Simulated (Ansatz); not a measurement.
**FeO (Wuestite) under changes of volume**

One of the cells (10.067 Å³/atom); the others are scaled copies at fixed shape and fractional positions:

```xyz
2
Lattice="1.5188 0.8769 2.5196 -1.5188 0.8769 2.5196 0.0000 -1.7538 2.5196" Properties=species:S:1:pos:R:3 pbc="T T T"
Fe    0.0000    0.0000    0.0000
O     0.0000    0.0000    3.7794
```

| Quantity | Value |
| --- | --- |
| Program | Ansatz 0.2.0 |
| Functional | LDA |
| Potentials or basis | Ansatz PAW |
| Cutoff | 420 eV (not typed: the program's choice for these potentials) |
| k mesh | 11 × 11 × 11 |
| Occupations | fermi-dirac, width 0.05 eV |
| Spin | collinear spin, ferromagnetic start |
| Starting moments | [3.0, 0.0] μB |

```csv
volume (Å³/atom),energy over the lowest point (meV/atom),pressure (GPa),moment (μB per cell)
9.463,0.00,-5.9,3.97
9.664,9.52,-9.6,3.99
9.866,23.86,-13.2,4.00
10.067,42.59,-16.4,4.00
10.268,65.15,-19.3,4.00
10.470,?,?,?
10.671,120.16,-24.1,4.00
```

Problem. What does the run at 10.470 Å³/atom give?

Solution. Energy over the lowest point 91.13 meV/atom; pressure -21.9 GPa; moment 4.00 μB per cell.

Worked out: A Birch-Murnaghan fit of order 3 (a polynomial in V^(-2/3)) to the other rows has its minimum at 9.23 Å³/atom, just outside them, with B0 = V·E''(V) = 231 GPa and B' = 4.5 at fixed shape and positions, which overstates the stiffness. It gives 91.20 meV/atom at 10.470 Å³/atom, against the run's 91.13, and -dE/dV = -21.9 GPa, against -21.9. A parabola through the other rows of the moment, of slope -0.0149 μB per Å³/atom there, gives 4.00 μB, against the run's 4.00.

Energies are extrapolated to zero smearing.

Caveats: a cell with one magnetic atom can't hold antiferromagnetic order, which such compounds often take; the PAW data sets come from PBE, with cores solved anew for the run's functional, which leaves a small shift of forces and pressure.
